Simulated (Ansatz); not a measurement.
The calculation used DFT PBE, scalar-relativistic, plane waves, PAW in Ansatz 0.2.0. Settings: cutoff 420 eV, Γ-centred meshes spaced at most about 0.3 Å⁻¹, and about 0.25 Å⁻¹ or finer for metals (2π included), Gaussian smearing. No spin polarisation in the final relaxations.

Temperature and zero-point effects are left out.

Compare these two cells of Li, each relaxed at this level.

A.

```yaml
crystal:
  lattice:
    - [-1.71690, 1.71690, 1.71690]
    - [1.71690, -1.71690, 1.71690]
    - [1.71690, 1.71690, -1.71690]
  atoms:
    - { symbol: Li, position: [0.00000, 0.00000, 0.00000] }
```

B.

```yaml
crystal:
  lattice:
    - [3.01551, 0.00000, 0.00000]
    - [-1.50775, 2.61151, 0.00000]
    - [0.00000, 0.00000, 15.47183]
  atoms:
    - { symbol: Li, position: [0.00000, 0.00000, 0.50000] }
    - { symbol: Li, position: [0.00000, 0.00000, 0.00000] }
    - { symbol: Li, position: [0.66667, 0.33333, 0.33883] }
    - { symbol: Li, position: [0.33333, 0.66667, 0.66117] }
    - { symbol: Li, position: [0.33333, 0.66667, 0.83883] }
    - { symbol: Li, position: [0.66667, 0.33333, 0.16117] }
```

**Question.** Which is lower in energy, and by how much?

**Answer.** A is lower, by 22 meV/atom. A has the bcc type, space group Im-3m (No. 229), 20.2 Å³/atom and no gap on its mesh; B has space group P6_3/mmc (No. 194), 20.3 Å³/atom and no gap. Counting all near atoms (those within 1.25 times the shortest distance at each site; a plus sign parts nearer from farther groups; a slash parts the counts of unlike sites), A has Li 8+6 and B has Li 10/12. Both come from invented guesses. The part of the Crystallography Open Database at hand lists Li in space groups No. 166, 191, 194, 225, 229; sharing a group (Im-3m and P6_3/mmc) doesn't make a cell the listed structure.

Cells relaxed within their symmetry can be saddle points; a later kick test found a lower structure for Li P6_3/mmc.
